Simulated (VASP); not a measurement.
Input of a VASP 6.6.1 run:

The input INCAR:

```
PREC = Accurate ; ENCUT = 520
EDIFF = 1E-6 ; ISMEAR = 0
SIGMA = 0.1 ; LREAL = F
LASPH = T ; NELM = 60
ALGO = Normal ; ISIF = 2
LWAVE = F ; LCHARG = F
GGA = PE ; NBANDS = 11
```

File KPOINTS:

```
Automatic mesh
0
Gamma
  4 4 4
```

File POSCAR:

```
AlN
1.0
    0.0000000000      2.0345180000      2.0345180000
    2.0345180000      0.0000000000      2.0345180000
    2.0345180000      2.0345180000      0.0000000000
Al N
1 1
Direct
    1.1820000000      0.9450000000      1.0370000000
    0.6820000000      0.4450000000      0.5370000000
```

Potentials or basis: VASP PAW PBE potentials, release 64 (Al, N).

Run with:

```sh
$ cat potpaw_PBE.64/Al/POTCAR potpaw_PBE.64/N/POTCAR > POTCAR
$ mpirun -np 1 vasp_std > vasp.out
```

**Question.** Estimate the pressure.

**Answer.** 0.1 GPa.

**Question.** What does it give for the band gap on the k mesh?

**Answer.** 4.37 eV, indirect (least direct gap 5.39 eV).

Caveat: the k mesh is coarse (spacing up to 0.67 Å⁻¹), so the values aren't converged. A hybrid or GW would open this gap; PBE tends to underestimate it.
